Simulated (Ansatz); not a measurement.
# In (sc type): the cost of one run

Computed with Ansatz 0.2.0 (DFT PBE, with the methods named in each step, unless a step's input says otherwise).

1 further run of the same task is left out (it didn't finish).

### 1 Starting point

Symmetry: Pm-3m, No. 221, cubic system. Conventional cell: a = 3.097 Å, b = 3.097 Å, c = 3.097 Å, α = 90.00°, β = 90.00°, γ = 90.00°. Around In (site symmetry m-3m) lie 6 In at 3.10 Å.

Coordinates:

```cif
data_structure
_symmetry_space_group_name_H-M 'Pm-3m'
_symmetry_Int_Tables_number 221
_cell_length_a 3.0974
_cell_length_b 3.0974
_cell_length_c 3.0974
_cell_angle_alpha 90.000
_cell_angle_beta 90.000
_cell_angle_gamma 90.000
_cell_volume 29.72
loop_
_atom_site_label
_atom_site_type_symbol
_atom_site_symmetry_multiplicity
_atom_site_Wyckoff_symbol
_atom_site_fract_x
_atom_site_fract_y
_atom_site_fract_z
_atom_site_occupancy
In1 In 1 a 0.00000 0.00000 0.00000 1
```

The file gives the conventional cell by its symmetry; the runs use the cell typed in the input.

Whether this phase is the stable one at these pressures isn't tested.

### 2 Cell relaxed at zero pressure, PAW

input.yaml

```yaml
crystal:
  lattice:
    - [3.0974033059, 0.0, 0.0]
    - [0.0, 3.0974033059, 0.0]
    - [0.0, 0.0, 3.0974033059]
  atoms:
    - { symbol: In, position: [0.0, 0.0, 0.0] }
kpoints:
  mp_grid: { grid: [12, 12, 12] }
scf:
  occupations: { method: fermi_dirac, width: 0.05 }
hamiltonian:
  xc: pbe
  pseudopotentials: { kind: paw }
output:
  forces: true
  stress: true
  write_density: true
  write_potential: true
  elf: true
  volumetric_format: npy
relax:
  f_tol: 0.005
  max_steps: 40
  cell: {}
```

Command:

```console
> ansatz run input.yaml --threads 1 --pin off --max-ram 2048MiB --backend cpu --events-out ev --progress --plain --runs-dir out
```

What time and memory should one allow on 1 thread of Arm Neoverse V2, shared host?

About 5.4 s, with a peak of 0.31 GiB.
